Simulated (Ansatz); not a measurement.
**Two structures of FePt under several functionals**

Plane-wave DFT in Ansatz with scalar-relativistic PAW potentials (420 eV, r2SCAN 500 eV). Each structure was relaxed within its symmetry at each level.
A. P4/mmm, 2 atoms in the computed cell, a = 2.736 Å, c = 3.718 Å; sites (symmetry × multiplicity) Fe 4/mmm × 1, Pt 4/mmm × 1
B. Pm-3m, 2 atoms in the computed cell, a = 3.051 Å; sites (symmetry × multiplicity) Fe m-3m × 1, Pt m-3m × 1
(cells at r2SCAN)

**Question.** Does the choice of functional change which is lower?

**Answer.**
```tsv
level	E(B) − E(A) (meV/atom)	V(A) (Å³/atom)	V(B) (Å³/atom)
r2SCAN	161	13.92	14.20
PBE	173	14.03	14.31
```

No: at every level A is lower; the difference varies by 12 meV/atom between levels.

The state reached may not be the lowest one. Spin-orbit coupling is left out, which matters for the bands of heavy elements. Only parallel moments were tried here. Magnetic cells started from one order each; another order can shift an energy by tens of meV per atom.